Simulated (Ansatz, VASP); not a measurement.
One calculation of Ca2H3, two programs

```
CELL_PARAMETERS angstrom
3.78139 0.00134 0.00032
-1.88951 3.27532 0.00035
-0.00011 0.00117 5.83703
ATOMIC_POSITIONS crystal
Ca 0.33316 0.66697 0.25823
Ca 0.66672 0.33298 0.74180
H 0.00030 0.00013 0.99998
H 0.33319 0.66644 0.65534
H 0.66664 0.33348 0.34465
```

Change from the starting cell: A-type sesquioxide type (P-3m1, No. 164); cell x1, atoms moved at random (sigma 0.1 Å) and cell strained at random (1.5 %), then relaxed without symmetry.

Alike in both runs: functional PBE; k mesh 6 × 6 × 4; occupations gaussian, width 0.1 eV; no spin polarisation.

Ansatz relaxed the structure, and its values are those at the end. VASP's run is a single point on that final structure, the one shown.

```csv
,VASP,Ansatz
version,VASP 6.6.1,Ansatz 0.2.0
potentials or method,"VASP PAW PBE potentials, release 64 (Ca_sv, H)","scalar-relativistic, plane waves, PAW"
plane-wave cutoff (eV),520,420
valence electrons in the cell,23,23
```

|  | VASP | Ansatz | Ansatz less VASP |
| --- | --- | --- | --- |
| gap on the k mesh at the Fermi level (eV) | none | none | - |
| pressure (GPa) | 0.1 | 0.0 | -0.06 |
| rms of the force components (eV/Å) | 0.004 | 0.002 | -0.0014 |

A gap of «none» marks a metal or a gap that the smearing closes.
